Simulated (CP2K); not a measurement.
## Ba under changes of volume

One of the cells (62.989 Å³/atom); the others are scaled copies at fixed shape and fractional positions:

```xyz
1
Lattice="4.3414 0.0000 0.0000 -1.4471 4.0931 0.0000 -1.4471 -2.0465 3.5447" Properties=species:S:1:pos:R:3 pbc="T T T"
Ba    0.0000    0.0000    0.0000
```

| Quantity | Value |
| --- | --- |
| Program | CP2K 2026.2 |
| Functional | PBEsol |
| Potentials or basis | POTENTIAL_UZH Ba GTH-PBE-q10; TZVP-MOLOPT-PBE-GTH basis |
| Density cutoff | 6123 eV |
| k mesh | 8 × 8 × 8 |
| Occupations | fermi-dirac, width 0.05 eV |
| Spin | no spin polarisation |

```csv
volume (Å³/atom),energy over the lowest point (meV/atom),pressure (GPa)
59.209,0.00,-0.1
60.469,1.88,-0.3
61.729,?,?
62.989,9.87,-0.7
64.249,15.77,-0.8
65.508,22.78,-0.9
66.768,30.81,-1.1
```

Problem. What does the run at 61.729 Å³/atom give?

Solution. Energy over the lowest point 5.21 meV/atom; pressure -0.5 GPa.

Worked out: A Birch-Murnaghan fit of order 3 (a polynomial in V^(-2/3)) to the other rows has its minimum at 58.37 Å³/atom, just outside them, with B0 = V·E''(V) = 10.0 GPa and B' = 3.1. It gives 5.21 meV/atom at 61.729 Å³/atom, against the run's 5.21, and -dE/dV = -0.5 GPa, against -0.5.

Energies are extrapolated to zero smearing.

Caveats: the potentials were made for another functional, which shifts forces and pressure; the basis of atomic orbitals isn't converged, which shifts pressures, moduli and gaps.
